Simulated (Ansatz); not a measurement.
# AlAs squeezed and stretched

A database entry relaxed whole under r2SCAN (F-43m):

```
Al As
1.0
     0.00000    2.83822    2.83822
     2.83822    0.00000    2.83822
     2.83822    2.83822    0.00000
Al As
1 1
Direct
  0.00000 0.00000 0.00000
  0.25000 0.25000 0.25000
```

The cell was scaled uniformly, its shape held, and the atoms relaxed at each volume with plane-wave PAW DFT (Ansatz 0.2.0; r2SCAN, 500 eV, 8×8×8 Γ-centred mesh, fermi-dirac occupations of width 0.020 eV; no spin, no spin-orbit coupling). One row is withheld.

```tsv
volume (Å³/atom)	energy over the lowest (meV/atom)	pressure (GPa)	gap over mesh and path (eV)
21.492	21.7	5.35	1.714
21.949	9.3	3.38	1.750
22.406	2.3	1.60	1.782
22.863	0.0	0.00	1.813
23.321	2.1	-1.44	1.842
23.778	?	?	?
24.235	17.6	-3.91	1.894
```

Fit the pressures of the other rows to the third-order Birch-Murnaghan form.

With f = [(V₀/V)^(2/3) − 1]/2 and P = 3B₀f(1 + 2f)^(5/2)[1 + 3(B₀′ − 4)f/2], least squares gives V₀ = 22.86 Å³ an atom, B₀ = 75.9 GPa and B₀′ = 4.2; the rows miss the fit by less than 0.01 GPa. The slope of the energies differs from these pressures by less than 0.05 GPa.

How does the gap move with volume?

A parabola in ln(V/V₀) through the other rows has the slope dE_g/d ln V = +1.5 eV at V₀, so by B₀ the gap moves by -20 meV a GPa: it narrows under pressure.

What does the withheld row hold?

The fit gives -2.74 GPa at 23.778 Å³; the run gave -2.74 GPa and 8.1 meV an atom. Its gap is 1.869 eV, against 1.869 eV from the parabola.

Caveats: the shape of the cell was held; 0 K, fixed nuclei; the symmetry was kept, and this need not be the phase that is stable at 0 K; one mesh for all volumes; r2SCAN gaps lie as a rule under measured ones; the slope of the gap can be off by tens of per cent, more where shallow d levels or spin-orbit coupling act on the edges; no spin-orbit coupling, which narrows gaps of heavier elements; pressure is positive in compression.
